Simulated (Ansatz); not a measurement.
RbBr:

```xyz
2
Lattice="4.1261 0.0000 0.0000 0.0000 4.1261 0.0000 0.0000 0.0000 4.1261" Properties=species:S:1:pos:R:3 pbc="T T T"
Rb    0.0000    0.0000    0.0000
Br    2.0630    2.0630    2.0630
```

The cell comes from a database or a generator and needn't be the stable form of this composition.

```yaml
Program: Ansatz 0.2.0
Task: relaxation of cell and atoms
Functional: revPBE
Potentials_or_basis: Ansatz PAW
Cutoff: "420 eV (not typed: the program's choice for these potentials)"
k_mesh: 7 × 7 × 7
Occupations: fermi-dirac, width 0.05 eV
Spin: no spin polarisation
```

At the start: volume 35.12 Å³/atom.

Task: Where does the relaxation end?

Result: It ends after 5 steps and the volume is 40.51 Å³/atom (+15.3 %); space group Pm-3m (No. 221, to 0.05 Å).

The path:
```
step  energy change (eV)  largest force (eV/Å)  volume (Å³)
   1              0.0000                0.0000        70.24
   2             -0.0378                0.0000        74.04
   3             -0.0598                0.0000        79.43
   4             -0.0608                0.0000        81.02
   5             -0.0610                0.0000        81.02
```

Final structure:
```xyz
2
Lattice="4.3271 0.0000 0.0000 0.0000 4.3271 0.0000 0.0000 0.0000 4.3271" Properties=species:S:1:pos:R:3 pbc="T T T"
Rb    0.0000    0.0000    0.0000
Br    2.1635    2.1635    2.1635
```

Caveat: the volume moved by over 15 % at a fixed basis, so the end points are rough; the plane-wave basis is chosen anew once the cell has moved, so the energies of steps on either side of that aren't comparable; the PAW data sets come from PBE, with cores solved anew for the run's functional, which leaves a small shift of forces and pressure.
